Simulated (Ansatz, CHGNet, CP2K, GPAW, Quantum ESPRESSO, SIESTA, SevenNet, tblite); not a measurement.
**Running generalised stacking fault on (111) (glide set) of a GaP-AlP solid solution (72 atoms) with tblite**

Wanted: tblite inputs and outputs for generalised stacking fault on (111) (glide set) of a GaP-AlP solid solution (72 atoms), checked against a plane-wave reference.

Method: the method is named at each step, in tblite 0.8.0.

### 1. The starting structure

The cell holds 72 atoms: 18 Al, 36 P and 18 Ga. Its edges and angles: a = 6.683 Å, b = 11.576 Å, c = 19.136 Å, α = 90.0°, β = 86.7°, γ = 90.0°. Zinc-blende GaP lattice (a = 5.4569 Å, the value set for the mixture), cell with z along [111], 1 x 3 x 2 periods; the third cell vector is tilted by 0.167 of 1/2[11-2] and lengthened by 0.2 Å, so the cell holds one fault (glide set); displaced by a Gaussian of 0.01 Å; 18 of 36 Ga sites given to Al at random (lattice constant by Vegard's rule between GaP and AlP). Then every atom was moved at random, 0.02 Å r.m.s. a Cartesian component. The structure's axis is c.

The yardstick, on the same geometry:

```
method                                           : Kohn-Sham DFT, PBE, PAW, plane waves (Ansatz 0.2.0); cutoff 420 eV, Γ point, fermi-dirac smearing of 0.05 eV; PAW set soft_2
r.m.s. force component                           : 0.5074 eV/Å
longest force                                    : 3.049 eV/Å
pressure                                         : 2.982 GPa
gap (highest filled to lowest empty level) : 0.4477 eV
SCF cycles                                       : 9
time                                             : 18 s on 4 threads of Arm Neoverse V1, shared host
CPU time                                         : 68 s
```

### 2. GFN1-xTB

Method: GFN1-xTB tight binding, diagonalisation.

Input file run.py:

```python
import numpy as np
from ase.io import read
from tblite.ase import TBLite

atoms = read("structure.xyz")
atoms.calc = TBLite(method="GFN1-xTB", electronic_temperature=580, accuracy=1.0, max_iterations=250, mixer_damping=0.1, verbosity=1)
energy = atoms.get_potential_energy()
forces = atoms.get_forces()
print(f"energy {energy:.6f} eV")
print("forces (eV/A)")
for i, (a, f) in enumerate(zip(atoms, forces)):
    print(f"{i:4d} {a.symbol:2s} {f[0]:10.5f} {f[1]:10.5f} {f[2]:10.5f}")
stress = -atoms.get_stress(voigt=False) * 160.21766
print("stress (GPa, compression positive)")
for row in stress:
    print(" ".join(f"{x:10.4f}" for x in row))
print("charges (e)")
print(np.array2string(atoms.get_charges(), precision=4, suppress_small=True, max_line_width=110, threshold=100000))
```

Input file structure.xyz:

```xyz
72
Lattice="6.68331 0.00000 0.00000 0.00000 11.57583 0.00000 1.11391 0.00000 19.10326" Properties=species:S:1:pos:R:3 pbc="T T T"
Al 3.35804 1.92946 0.38417
P 3.35373 1.89971 2.75507
Ga 5.57636 1.91985 3.54748
P 5.60989 1.95597 5.92316
Ga 0.02318 0.00116 0.38493
P 6.66192 0.00000 2.79882
Al 2.23249 11.56541 3.55072
P 2.26547 0.01968 5.91819
Ga 4.46668 0.00706 6.68022
P 4.47940 0.01771 9.08417
Al 3.30091 5.76662 0.38207
P 3.35521 5.83862 2.74266
Ga 5.53184 5.78896 3.56562
P 5.55359 5.76418 5.89183
Al 6.69214 3.83114 0.42428
P 6.67243 3.81817 2.74877
Ga 2.22107 3.87570 3.52799
P 2.20426 3.89828 5.94818
Al 4.43523 3.88276 6.65443
P 4.47912 3.87038 9.02553
Ga 1.12703 1.94208 6.68824
P 1.11199 1.94995 9.02763
Ga 3.35097 1.94659 9.83340
P 3.34501 1.94127 12.17260
Al 5.58703 1.93027 12.99270
P 5.52679 1.90654 15.36494
Ga 6.67959 0.00914 9.81965
P 6.69452 11.53566 12.18922
Al 2.19211 11.57490 12.99843
P 2.22646 0.00891 15.35959
Ga 4.45591 0.02500 16.11188
P 4.49221 11.54886 18.50877
Ga 3.34543 9.63908 0.38226
P 3.33823 9.63561 2.76883
Al 5.56305 9.69707 3.55760
P 5.56381 9.67855 5.90998
Ga 6.66793 7.75627 0.39295
P 6.69499 7.71541 2.76539
Al 2.22042 7.69075 3.56047
P 2.26342 7.72513 5.92660
Al 4.47719 7.72837 6.68748
P 4.44916 7.70707 9.09392
Ga 1.10567 5.79833 6.68194
P 1.11004 5.77194 9.10079
Al 3.32086 5.78699 9.84315
P 3.36230 5.79972 12.22609
Al 5.56506 5.76523 13.02861
P 5.53685 5.80076 15.32540
Al 6.68015 3.87570 9.86702
P 6.68480 3.81759 12.23793
Al 2.23205 3.86702 13.01639
P 2.20910 3.86031 15.39990
Ga 4.48669 3.79178 16.16308
P 4.49385 3.83403 18.51966
Al 1.09853 1.91869 16.15410
P 1.15354 1.93166 18.50495
[... 12 atom lines left out ...]
Ga 1.09046 5.78386 16.15085
P 7.76247 5.82125 18.55882
Al 1.11865 9.64961 16.16441
P 1.13361 9.60099 18.56780
```

The run is started by

```
$ OMP_NUM_THREADS=1 python run.py > output.txt
```

The log of the run:

```text
------------------------------------------------------------
  cycle        total energy    energy error   density error
------------------------------------------------------------
      1     -142.6622449191  -1.4298822E+02   4.7178559E-01
      2     -143.9165725446  -1.2543276E+00   3.8469533E-01
      3     -143.7037432633   2.1282928E-01   2.2467413E-01
      4     -142.8508338558   8.5290941E-01   1.1669606E-01
      5     -144.0200363470  -1.1692025E+00   6.5155148E-02
      6     -144.0719838802  -5.1947533E-02   3.5396326E-02
      7     -144.0565178450   1.5466035E-02   2.0217030E-02
      8     -144.0922198570  -3.5702012E-02   8.7425250E-03
      9     -144.0934318670  -1.2120100E-03   4.0687735E-03
     10     -144.0930339770   3.9789005E-04   3.4965065E-03
     11     -144.0935000063  -4.6602934E-04   1.6543717E-03
     12     -144.0936099798  -1.0997343E-04   1.3223949E-03
     13     -144.0936827453  -7.2765565E-05   5.7060043E-04
     14     -144.0936847274  -1.9820652E-06   1.8196159E-04
     15     -144.0936888029  -4.0755400E-06   4.9734920E-05
     16     -144.0936887908   1.2122371E-08   5.8726760E-05
     17     -144.0936888452  -5.4397532E-08   3.2064021E-05
     18     -144.0936888547  -9.4377697E-09   1.4562154E-05
------------------------------------------------------------
 total:                                   7.351 sec
energy -3920.988991 eV
forces (eV/A)
   0 Al   -0.10568   -0.84208    1.99662
   1 P    -0.26641   -0.05790   -0.71239
   2 Ga   -0.47734   -0.08285    0.63436
   3 P    -0.54502    0.45597   -0.39531
   4 Ga   -0.06851   -0.15440    2.55590
   5 P     0.98129   -0.49003   -0.63511
   6 Al   -0.17806   -0.11633    0.38524
   7 P    -0.50607   -0.70292   -0.79894
   8 Ga   -0.11074    0.28341    0.72351
   9 P    -0.52109   -0.80518   -0.51711
  10 Al   -0.11140    0.73769    1.44859
  11 P    -0.45505   -0.18385   -0.83383
  12 Ga    0.38411   -0.00067   -0.10084
  13 P    -0.21885    0.49191    0.26438
  14 Al   -0.05459    0.81064    1.39132
  15 P     0.21297    0.65131   -0.71308
  16 Ga    0.06539   -0.05055    0.45943
  17 P     1.11778   -0.41012   -0.89550
  18 Al   -0.11082   -0.32994    0.69113
  19 P     0.36273    0.56437   -0.46525
  20 Ga   -0.07523   -0.14858    0.29932
  21 P     0.01306    0.48296    0.19514
  22 Ga   -0.33106    0.22578    0.13018
  23 P     0.15784   -0.15136    0.82625
[...]
64 Ga   -0.56336    0.87967    0.72250
  65 P    -0.24114    0.93649   -0.29956
  66 Ga   -0.53475    0.08302    0.17066
  67 P     0.30412   -2.07681   -1.31195
  68 Ga   -0.37244    0.01275    0.64405
  69 P     0.00300   -2.14133   -1.84543
  70 Al   -0.13141   -0.16856    0.19610
  71 P     0.16836    3.20378   -4.29681
stress (GPa, compression positive)
    1.8579    -0.1260    -0.3920
   -0.1260    16.7806    -0.1274
   -0.3920    -0.1274     7.1154
charges (e)
[ 0.1243 -0.1629  0.2049 -0.1793  0.2285 -0.1615  0.1112 -0.1702  0.214  -0.1791  0.1185 -0.1531  0.2128
 -0.1651  0.1372 -0.1644  0.1982 -0.173   0.0959 -0.1667  0.2012 -0.1784  0.2231 -0.168   0.1413 -0.1557
  0.2126 -0.1701  0.1226 -0.1538  0.2282 -0.1922  0.2119 -0.1585  0.1286 -0.1602  0.2237 -0.1714  0.122
 -0.1545  0.1363 -0.161   0.2276 -0.1689  0.1385 -0.159   0.1178 -0.1652  0.1315 -0.1523  0.1388 -0.1655
  0.2342 -0.1754  0.1324 -0.1792  0.1288 -0.1675  0.1027 -0.1689  0.2076 -0.1652  0.2244 -0.1754  0.2109
 -0.1736  0.1989 -0.1898  0.2056 -0.194   0.0877 -0.1854]
```

Run time: 8 s. Hardware: 1 thread of Arm Neoverse V1, shared host; peak memory 0.16 GiB.

Banners, paths, timers and routine set-up lines are dropped from the logs unmarked, and long logs keep their key lines alone; longer cuts are marked.

Numbers from this run, and their distance from the reference:

| Property | Result |
| --- | --- |
| r.m.s. force component | 0.8376 eV/Å |
| r.m.s. difference of force components | 425.3 meV/Å |
| longest difference of force vectors | 2325 meV/Å |
| force difference over r.m.s. force | 83.82 % |
| slope of forces against the reference's | 1.511 |
| correlation of force components | 0.9154 |
| pressure | 8.585 GPa |
| pressure difference | 5.602 GPa |

Length of the force difference by element (eV/Å):

```tsv
element	atoms	mean	most
Al	18	0.32	0.62
Ga	18	0.46	2.3
P	36	0.76	2.3
```

A closer look about P72, which bears the longest force: 9 atoms, nearest first, numbered in the order of the input, with positions taken from that point.

```tsv
atom	x	y	z	distance (Å)	bonds	Mulliken charge (e)	Fx	Fy	Fz (eV/Å)
P72	0.00	0.00	0.00	0.00	3	-0.19	0.17	3.20	-4.30
Ga37	-0.04	-1.84	0.93	2.07	3	0.22	-0.11	-2.57	4.08
Ga5	0.00	1.98	0.92	2.18	3	0.23	-0.07	-0.15	2.56
Al71	-0.01	0.05	-2.40	2.40	4	0.09	-0.13	-0.17	0.20
Ga33	3.33	0.04	0.92	3.45	3	0.21	-0.21	-0.18	2.96
Ga33	-3.36	0.04	0.92	3.48	3	0.21	-0.21	-0.18	2.96
P70	-0.05	-3.78	-0.01	3.78	3	-0.19	0.00	-2.14	-1.85
P38	-0.01	-1.89	3.30	3.80	4	-0.17	0.24	0.59	0.06
P68	-3.31	-1.87	-0.09	3.80	3	-0.19	0.30	-2.08	-1.31
```

Atoms are counted from 1 here, from 0 in the log.

Forces lie 84 % from the reference's, at 0.12 times its CPU time (on 1 against 4 cores).

### 3. Results

```
force difference from the reference : tblite GFN1-xTB, 84 %
its CPU time                        : 7.9 s
```

What this shows: Tight binding differs by 84 % (tblite GFN1-xTB); it is another model, with fitted parameters of its own, and the xTB methods hold dispersion. One electronic-structure run takes under half the reference's CPU time: tblite GFN1-xTB, at 84 % in 7.9 s against 68 s, too far off to be of use; its pressure misses by +5.6 GPa. Periodic xTB results under one method name differ between programs and library versions. The reference's stress is far from hydrostatic: its diagonal is -2.8, 10.0, 1.7 GPa, compression counted positive. The host structure and its lattice constant were typed by rule, without a check against the phase diagram. The reference's pressure of 3.0 GPa belongs to a cell and atoms that aren't relaxed at this level. The electronic-structure runs sample only Γ, in a cell whose shortest periodic width is 7 Å.

[Also dropped from logs without a mark: logging warnings of Python, and SIESTA's first energy breakdown and zero terms.]

[Logs are printed without paths, hosts, clocks, repeated set-up lines and the standing remarks that a program may print on its own settings, such as how far it seeks lower states.]

[Hosts, paths, dates, database ids (printed as entryN), source tags and the programs' standing remarks are cut or masked in the printed files.]
